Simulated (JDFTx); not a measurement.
Runs of JDFTx 1.7.0 (patched build) on InPd. Symmetry: Pm-3m, No. 221, cubic system. The conventional cell has a = 3.272 Å, b = 3.272 Å, c = 3.272 Å, α = 90.00°, β = 90.00°, γ = 90.00°. In (site symmetry m-3m) has 8 Pd at 2.83 Å as nearest neighbours. Pd (site symmetry m-3m) has 8 In at 2.83 Å as nearest neighbours. The cell comes from a database or a generator and needn't be the stable form of this composition.

```csv
level,U,gap on the mesh (eV),pressure (GPa)
PBE+U,Pd d U = 8 eV,none,2.7
PBE+U,Pd d U = 3 eV,none,(b)
PBE+U,Pd d U = 6 eV,none,2.7
PBE+U,Pd d U = 4 eV,none,2.9
PBE+U,Pd d U = 2 eV,none,3.2
PBE,-,none,(a)
PBE+U,Pd d U = 1 eV,none,3.4
```

Alike in all rows: task single point; potentials or basis PseudoDojo-SR-PBE-0.5-standard with smoothed tails; no spin polarisation; cell as given; k mesh 8 × 8 × 8; cutoff (eV) 1116; smearing fermi-dirac 0.05 eV.

Task: Fill in the values left out.

Result: (a) 3.6; (b) 3.0.

Caveats: this set's palladium file may shift the pressure by some GPa; U without spin polarisation on a metal has little footing (some runs); the U is typed as a test and isn't derived for this compound (some runs); the empty levels aren't tightly converged (some runs).

A k mesh can miss the band edges, and the runs leave out spin-orbit coupling on In, Pd.

A gap of «none» marks a metal or a gap under the smearing width.

Not every run made on this cell is shown here.
